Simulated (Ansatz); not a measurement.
**Structure types of As compared at -1.5 GPa**

Structure types of As are relaxed in primitive cells with their symmetry kept at -1.5 GPa, first on PAW files, then by LAPW. The enthalpy is E + pV at zero temperature, without zero-point motion. Only the types listed were tried, and differences under about 5 meV/atom are mesh noise. The real phase may be another.

Computed with Ansatz 0.2.0; functional PBE, scalar-relativistic. Settings: Fermi–Dirac smearing of 0.1 eV, no spin polarisation. Methods: LAPW: all electrons, basis error target 0.5 meV/atom; PAW: frozen-core files, cutoff 420 eV.

k meshes: fcc 16×16×16, bcc 16×16×16, hcp 15×15×8, simple hexagonal 15×15×14, beta tin 15×15×15.

```csv
start type,ends as,"a, b, c (Å)",V (Å³/atom),"H − H(lowest), LAPW (meV/atom)"
fcc,"fcc, Fm-3m","4.290, 4.290, 4.290",19.73,?
bcc,"bcc, Im-3m","3.389, 3.389, 3.389",19.46,223.6
hcp,"hcp, P6_3/mmc","3.002, 3.002, 5.039",19.66,?
simple hexagonal,"simple hexagonal, P6/mmm","2.930, 2.930, 2.753",20.47,54.9
beta tin,"beta tin, I4_1/amd","5.392, 5.392, 2.846",20.69,0.0
```

Question: What belongs in the row "hcp", column "H − H(lowest), LAPW (meV/atom)"?

Answer: 276.7.

Question: Give the missing entry: row "fcc", column "H − H(lowest), LAPW (meV/atom)".

Answer: 328.1.
